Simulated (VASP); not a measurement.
**TiB2: equation of state with PBEsol**

The system is TiB2.

```xyz
3
Lattice="3.0203 0.0000 0.0000 -1.5102 2.6157 0.0000 0.0000 0.0000 3.1817" Properties=species:S:1:pos:R:3 pbc="T T T"
Ti    0.0000    0.0000    0.0000
B     1.5102    0.8719    1.5908
B     0.0000    1.7438    1.5908
```

```json
{
  "Program": "VASP 6.6.1",
  "Task": "equation of state",
  "Functional": "PBEsol",
  "Potentials or basis": "VASP PAW PBE potentials, release 64 (Ti_sv, B)",
  "Cutoff": "520 eV",
  "k mesh": "8 × 8 × 8",
  "Occupations": "fermi-dirac, width 0.05 eV",
  "Spin": "no spin polarisation",
  "Ladder": "gaps",
  "Further INCAR settings": "ALGO = Fast; EDIFF = 1e-06"
}
```

The equilibrium volume is 8.38 Å³/atom, the bulk modulus at fixed shape and positions is 267 GPa and the pressure derivative of the bulk modulus is 3.8 (rough: it moves with the points fitted).

Energy against volume, from the lowest point:
```
volume (Å³/atom)  energy (meV/atom)
           8.043              12.21
           8.211               3.02
           8.379               0.00
           8.546               2.57
           8.714              10.25
```

All runs of the series together: 3 min on 1 thread of Intel(R) Xeon(R) Platinum 8488C (Sapphire Rapids) (shared host).

Caveat: the cell was scaled at fixed shape and fractional positions, which overstates the stiffness of a crystal with free parameters, most of all of layers and chains; the PAW data sets were made with another functional, which shifts forces and pressure a little.
